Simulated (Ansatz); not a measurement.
**Molecular dynamics of WC**

The input (input.yaml):

```yaml
crystal:
  lattice:
    - [-3.037776, -5.261582, 0.0]
    - [4.556664, -2.630791, 0.0]
    - [0.0, 0.0, 5.930342]
  atoms:
    - { symbol: W, position: [0.75, 0.5, 0.0] }
    - { symbol: C, position: [0.5, 0.6666667, 0.25] }
    - { symbol: W, position: [0.75, 0.5, 0.5] }
    - { symbol: C, position: [0.5, 0.6666667, 0.75] }
    - { symbol: W, position: [0.5, 0.0, 0.0] }
    - { symbol: C, position: [0.25, 0.1666667, 0.25] }
    - { symbol: W, position: [0.5, 0.0, 0.5] }
    - { symbol: C, position: [0.25, 0.1666667, 0.75] }
    - { symbol: W, position: [0.25, 0.5, 0.0] }
    - { symbol: C, position: [0.0, 0.6666667, 0.25] }
    - { symbol: W, position: [0.25, 0.5, 0.5] }
    - { symbol: C, position: [0.0, 0.6666667, 0.75] }
    - { symbol: W, position: [0.0, 0.0, 0.0] }
    - { symbol: C, position: [0.75, 0.1666667, 0.25] }
    - { symbol: W, position: [0.0, 0.0, 0.5] }
    - { symbol: C, position: [0.75, 0.1666667, 0.75] }
basis:
  ecutwfc: 420.0
kpoints:
  mp_grid: { grid: [2, 2, 2] }
hamiltonian:
  xc: pbesol
  pseudopotentials: { kind: paw, azcp: { folder: soft_1 } }
scf:
  occupations: { method: fermi_dirac, width: 0.24 }
  lower_state_search: "off"
md:
  timestep: 0.75
  n_steps: 190
  ensemble: nvt_langevin
  temperature: 2800.0
  initial_velocities: maxwell_boltzmann
  seed: 595515
  friction: 0.02
```

Run as:

```bash
$ ansatz run input.yaml --threads 1 --pin off --max-ram 3072MiB --backend cpu --events-out ev --progress --plain --runs-dir out
```

It starts from a structure without forces on its atoms.

Output, in part (step lines):

```
md step     0: t =     0.00 fs  T =  2625.0 K  F+E_penalty+E_count = -84033.95010841 eV  E_kin = 5.428920 eV  (8 SCF iters)
md step     1: t =     0.75 fs  T =  2898.5 K  F+E_penalty+E_count = -84033.92987272 eV  E_kin = 5.994558 eV  (6 SCF iters)
md step     2: t =     1.50 fs  T =  2852.2 K  F+E_penalty+E_count = -84033.86969988 eV  E_kin = 5.898880 eV  (6 SCF iters)
md step     3: t =     2.25 fs  T =  2925.9 K  F+E_penalty+E_count = -84033.76799999 eV  E_kin = 6.051133 eV  (6 SCF iters)
md step     4: t =     3.00 fs  T =  3175.2 K  F+E_penalty+E_count = -84033.62397151 eV  E_kin = 6.566849 eV  (6 SCF iters)
md step     5: t =     3.75 fs  T =  2969.7 K  F+E_penalty+E_count = -84033.44065193 eV  E_kin = 6.141851 eV  (5 SCF iters)
md step     6: t =     4.50 fs  T =  2771.5 K  F+E_penalty+E_count = -84033.22094103 eV  E_kin = 5.731985 eV  (5 SCF iters)
md step     7: t =     5.25 fs  T =  2759.7 K  F+E_penalty+E_count = -84032.96764661 eV  E_kin = 5.707576 eV  (5 SCF iters)
[... lines left out ...]
md step   189: t =   141.75 fs  T =  2508.8 K  F+E_penalty+E_count = -84027.00787484 eV  E_kin = 5.188665 eV  (5 SCF iters)
md step   190: t =   142.50 fs  T =  2517.6 K  F+E_penalty+E_count = -84027.08310194 eV  E_kin = 5.206769 eV  (6 SCF iters)
```

The steps, from the saved trajectory:

```tsv
time (fs)	T (K)	potential energy less start (eV)
0	2625	0.000
4.5	2772	0.729
9	2192	2.572
13.5	1332	4.476
18	1367	4.810
22.5	1836	4.181
27	2624	3.512
31.5	2761	3.301
36	3408	3.578
40.5	2805	4.238
45	2236	5.441
49.5	1705	6.195
54	2285	5.706
58.5	3175	4.708
63	3096	4.384
67.5	3331	4.904
72	2930	6.223
76.5	2604	7.461
81	3247	6.435
85.5	4215	4.649
90	4172	4.080
94.5	4013	4.607
99	3516	5.342
103.5	3246	5.934
108	3555	5.835
112.5	4067	5.240
117	4127	4.809
121.5	3402	5.320
126	2669	6.182
130.5	2953	6.532
135	2608	6.799
139.5	2600	6.969
```

All steps were run. The mean temperature of the second half is 19 % above the set value. A run of 0.14 ps of so small a system gives no equilibrium averages. Limits of this set-up: coarse k mesh, PAW files made for another functional.

Mean squared displacements from the first frame to the last, about the centre of mass: W 0.05 Å², C 0.09 Å².

Last frame:

```xyz
16
Lattice="-3.0378 -5.2616 0.0000 4.5567 -2.6308 0.0000 0.0000 0.0000 5.9303" Properties=species:S:1:pos:R:3
W -0.066 -5.220 0.021
C 1.537 -4.217 1.402
W 0.195 -5.302 2.756
C 1.731 -4.387 4.200
W -1.670 -2.583 -0.309
C -0.176 -1.696 1.038
W -1.438 -2.680 2.463
C 0.102 -1.946 4.246
W 1.370 -2.727 -0.179
C 3.069 -1.820 1.289
W 1.643 -2.685 2.830
C 2.867 -2.187 4.107
W -0.072 0.135 -0.333
C -1.414 -4.729 1.627
W 0.015 -0.096 2.404
C -1.460 -4.364 4.082
```

The run took 21 min on 1 thread of Arm Neoverse V1, on a shared host, peak memory 0.61 GiB.
